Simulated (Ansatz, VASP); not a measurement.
## HfC in VASP and in Ansatz

```
Hf C
1.0
     0.00000    2.32500    2.32500
     2.32500    0.00000    2.32500
     2.32500    2.32500    0.00000
Hf C
1 1
Direct
  0.50000 0.50000 0.50000
  0.00000 0.00000 0.00000
```

Alike in both runs: task relaxation of cell and atoms; functional PBE; k mesh 16 × 16 × 16; occupations gaussian, width 0.1 eV; no spin polarisation.

|  | VASP | Ansatz |
| --- | --- | --- |
| version | VASP 6.6.1 | Ansatz 0.2.0 |
| potentials or method | VASP PAW PBE potentials, release 64 (Hf_pv, C) | scalar-relativistic, plane waves, PAW |
| plane-wave cutoff (eV) | 600 | 420 |
| valence electrons in the cell | 14 | 30 |

Ansatz gave:

- gap on the k mesh at the Fermi level, each at its own relaxed structure (eV): none
- relaxed volume (Å³/atom): 12.58
- relaxed cell length with the largest relative difference (Å): 3.289

Estimate VASP's values.

gap on the k mesh at the Fermi level, each at its own relaxed structure (eV): none; relaxed volume (Å³/atom): 12.54; relaxed cell length with the largest relative difference (Å): 3.286.

A gap of «none» marks a metal or a gap that the smearing closes. The two sets of potentials don't hold the same shells in valence.

Spin-orbit coupling is left out, which matters for the levels of Hf.
